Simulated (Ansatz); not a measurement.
CuI (Marshite):

```
I Cu
1.0
     0.00000    3.03150    3.03150
     3.03150    0.00000    3.03150
     3.03150    3.03150    0.00000
I Cu
1 1
Direct
  0.00000 0.00000 0.00000
  0.75000 0.75000 0.75000
```

Base run:

```yaml
Program: Ansatz 0.2.0
Functional: PBEsol
Potentials_or_basis: all-electron LAPW, scalar-relativistic
Cutoff: 283 eV
Density_cutoff: 1131 eV
Basis_error_allowed: 0.001 eV/atom
k_mesh: 8 × 8 × 8
Occupations: fermi-dirac, width 0.05 eV
Spin: no spin polarisation
```

Its results: band gap on the k mesh 1.01 eV, direct; pressure -2.6 GPa.

Problem. After a change of settings the same cell gave: band gap on the k mesh 1.26 eV, direct; pressure 2.4 GPa. Which change was it?
A. functional from PBEsol to LDA
B. functional from PBEsol to BLYP
C. functional from PBEsol to RPBE

Solution. C.

RPBE binds less tightly than PBEsol, so the same cell stands under more pressure.

Caveats: spin-orbit coupling is left out, which moves the levels of the heavy elements.

Not every run made on this cell is shown here.
